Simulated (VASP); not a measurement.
```
CELL_PARAMETERS angstrom
      4.40843     0.00000     0.00000
      0.00000     4.40843     0.00000
      0.00000     0.00000     4.40843
ATOMIC_POSITIONS crystal
  Cs 0.00000 0.00000 0.00000
  I  0.50000 0.50000 0.50000
```

Level of theory: LDA (Ceperley-Alder, Perdew-Zunger), VASP's LDA PAW potentials (set 64) (plane waves; VASP). Numerical set-up: 400 eV cut-off, 6×6×6 Γ-centred mesh, Gaussian smearing of 0.010 eV, potentials Cs_sv I.

**Question.** Give the electronic dielectric tensor ε∞ (DFPT, local fields included).

**Answer.** 
```
3.71  0.00  0.00
0.00  3.71  0.00
0.00  0.00  3.71
```

**Question.** Give the Born effective charges.

**Answer.** 
```csv
atom,Z*xx,Z*yy,Z*zz,mean
Cs1,1.32,1.32,1.32,1.32
I2,-1.32,-1.32,-1.32,-1.32
```

The compound is CsI in the CsCl type structure. It was relaxed first, which changed the volume by -10 %.
